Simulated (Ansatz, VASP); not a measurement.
**Two plane-wave programs on CdS (Hawleyite)**

Contents of INCAR:

```
SYSTEM = CdS
PREC     = Accurate       ! precision mode
ENCUT    = 600            ! plane-wave cutoff, eV
EDIFF    = 1E-6           ! SCF threshold, eV
ISMEAR   = 0              ! smearing method
SIGMA    = 0.02           ! smearing width, eV
LREAL    = .FALSE.        ! projectors in reciprocal space
LASPH    = .TRUE.         ! aspherical terms in the spheres
NELM     = 100            ! most SCF steps
ALGO     = Normal         ! electronic algorithm
ISIF     = 3              ! what is computed and relaxed
LWAVE    = .FALSE.        ! write WAVECAR
LCHARG   = .FALSE.        ! write CHGCAR
GGA      = CA             ! functional
IBRION   = 2              ! ionic algorithm
NSW      = 100            ! ionic steps
EDIFFG   = -0.005         ! ionic threshold
```

KPOINTS

```
Automatic mesh
0
G
  8 8 8
  0 0 0
```

The input POSCAR:

```
CdS
1.0
    0.0000000000      2.9165000000      2.9165000000
    2.9165000000      0.0000000000      2.9165000000
    2.9165000000      2.9165000000      0.0000000000
Cd S
1 1
Direct
    0.0000000000      0.0000000000      0.0000000000
    0.2500000000      0.2500000000      0.2500000000
```

Input for Ansatz:

```yaml
crystal:
  lattice:
    - [0.0, 2.9165, 2.9165]
    - [2.9165, 0.0, 2.9165]
    - [2.9165, 2.9165, 0.0]
  atoms:
    - { symbol: Cd, position: [0.0, 0.0, 0.0] }
    - { symbol: S, position: [0.25, 0.25, 0.25] }
basis:
  ecutwfc: 420
kpoints:
  mp_grid: { grid: [8, 8, 8] }
hamiltonian:
  xc: lda
scf:
  occupations: { method: gaussian, width: 0.02 }
output:
  forces: true
  stress: true
  eigenvalues: true
relax:
  adjacent_minimum: "off"
  f_tol: 0.005
  max_steps: 80
  cell: { stress_tol: 0.05 }
```

Alike in both runs: task relaxation of cell and atoms; functional LDA; k mesh 8 × 8 × 8; occupations gaussian, width 0.02 eV; no spin polarisation.

```csv
,VASP,Ansatz
version,VASP 6.6.1,Ansatz 0.2.0
potentials or method,"VASP PAW LDA potentials, release 64 (Cd, S)","scalar-relativistic, plane waves, PAW"
plane-wave cutoff (eV),600,420
valence electrons in the cell,18,26
```

```tsv
	VASP	Ansatz	Ansatz less VASP
gap on the k mesh at the Fermi level, each at its own relaxed structure (eV)	0.96	0.95	-0.015
relaxed volume (Å³/atom)	24.02	23.84	-0.178
relaxed cell length with the largest relative difference (Å)	4.081	4.070	-0.0101
energy change over the relaxation (meV/atom)	-5	-8	-2.6
```

The two sets of potentials don't hold the same shells in valence.

LDA usually gives volumes a few per cent too small. Zero-point motion and thermal expansion aren't in these numbers.
